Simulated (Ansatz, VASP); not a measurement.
**Ag: VASP beside Ansatz**

Contents of INCAR:

```
  PREC = Accurate
  ENCUT = 520
  EDIFF = 1E-6
  ISMEAR = -1
  SIGMA = 0.05
  LREAL = F
  LASPH = T
  NELM = 100
  ALGO = Normal
  ISIF = 2
  LWAVE = F
  LCHARG = T
  GGA = PE
  LELF = T
  LVHAR = T
  NBANDS = 12
```

Contents of KPOINTS:

```
Automatic mesh
0
Gamma
  12 12 12
```

Contents of POSCAR:

```
Ag
1.0
    2.7236600968      0.0000000000      0.0000000000
    0.0000000000      2.7236600968      0.0000000000
    0.0000000000      0.0000000000      2.7236600968
Ag
1
Direct
    0.0000000000      0.0000000000      0.0000000000
```

Input for Ansatz:

```yaml
crystal:
  lattice:
    - [2.7236600968, 0.0, 0.0]
    - [0.0, 2.7236600968, 0.0]
    - [0.0, 0.0, 2.7236600968]
  atoms:
    - { symbol: Ag, position: [0.0, 0.0, 0.0] }
kpoints:
  mp_grid: { grid: [12, 12, 12] }
scf:
  occupations: { method: fermi_dirac, width: 0.05 }
hamiltonian:
  xc: pbe
  pseudopotentials: { kind: all_electron, lapw: { basis_error: 0.00025 } }
output:
  forces: true
  stress: true
  eigenvalues: true
```

Change from the starting cell: volume scaled by 0.97.

Alike in both runs: task single point; functional PBE; k mesh 12 × 12 × 12; occupations fermi-dirac, width 0.05 eV; no spin polarisation.

|  | VASP | Ansatz |
| --- | --- | --- |
| version | VASP 6.6.1 | Ansatz 0.2.0 |
| potentials or method | VASP PAW PBE potentials, release 64 (Ag) | all-electron LAPW, scalar-relativistic |
| plane-wave cutoff (eV) | 520 | see its input |

Ansatz gave:

```
pressure (GPa) : 2.2
```

Q: What did VASP give for the same quantities?

A: Pressure (GPa): 2.1.

Ansatz ran all-electron here, so the differences hold the error of VASP's frozen core and of both bases.
